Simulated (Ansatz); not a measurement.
Set up this calculation in Ansatz 0.2.0, as the native input.

```
Task                                : band structure
Functional                          : HSE06
Potentials or basis                 : Ansatz PAW
Cutoff                              : 420 eV (not typed: the program's choice for these potentials)
k mesh                              : 6 × 6 × 2
Occupations                         : fermi-dirac, width 0.05 eV
Spin                                : no spin polarisation
Path                                : [["G", "M", "K", "G", "A", "L", "H", "A"], ["L", "M"], ["K", "H"]]
Points for each segment of the path : 4
```

The system is MoS2.

```
CELL_PARAMETERS angstrom
3.16900 0.00000 0.00000
-1.58450 2.74443 0.00000
0.00000 0.00000 12.32400
ATOMIC_POSITIONS crystal
Mo 0.66667 0.33333 0.75000
Mo 0.33333 0.66667 0.25000
S 0.66667 0.33333 0.37700
S 0.33333 0.66667 0.87700
S 0.66667 0.33333 0.12300
S 0.33333 0.66667 0.62300
```

The input as run:

input

```
crystal:
  lattice:
    - [3.169, 0.0, 0.0]
    - [-1.5845, 2.7444345046, 0.0]
    - [0.0, 0.0, 12.324]
  atoms:
    - { symbol: Mo, position: [0.6666666667, 0.3333333333, 0.75] }
    - { symbol: Mo, position: [0.3333333333, 0.6666666667, 0.25] }
    - { symbol: S, position: [0.6666666667, 0.3333333333, 0.377] }
    - { symbol: S, position: [0.3333333333, 0.6666666667, 0.877] }
    - { symbol: S, position: [0.6666666667, 0.3333333333, 0.123] }
    - { symbol: S, position: [0.3333333333, 0.6666666667, 0.623] }
hamiltonian:
  xc: hse06
  pseudopotentials: { kind: paw }
kpoints:
  mp_grid: { grid: [6, 6, 2] }
  band_path:
    path:
      - [[0.0, 0.0, 0.0], [0.5, 0.0, 0.0], [0.3333333333, 0.3333333333, 0.0], [0.0, 0.0, 0.0], [0.0, 0.0, 0.5], [0.5, 0.0, 0.5], [0.3333333333, 0.3333333333, 0.5], [0.0, 0.0, 0.5]]
      - [[0.5, 0.0, 0.5], [0.5, 0.0, 0.0]]
      - [[0.3333333333, 0.3333333333, 0.0], [0.3333333333, 0.3333333333, 0.5]]
    npoints: 4
scf:
  occupations: { method: fermi_dirac, width: 0.05 }
  n_extra_bands: 15
output:
  forces: true
  stress: true
  eigenvalues: true
  fatbands: false
```

It gave:

| Item | Value |
| --- | --- |
| Pressure | -2.8 GPa |
| Largest force | 0.594 eV/Å |
| Band gap on the k mesh | 1.44 eV, indirect (least direct gap 2.12 eV) |
| Band gap along the path | 1.44 eV, indirect (least direct gap 2.12 eV) |

Caveat: this functional lacks dispersion, which binds the layers, so the pressure and a relaxed spacing across them are unreliable; the PAW data sets come from PBE, with cores solved anew for the run's functional, which leaves a small shift of forces and pressure; the thresholds are loose for stress.

It took 74 s on 1 × NVIDIA H100 80GB HBM3 with 2 threads of AMD EPYC 7R13 Processor (Zen 3) (shared host), peak memory 2.4 GiB.
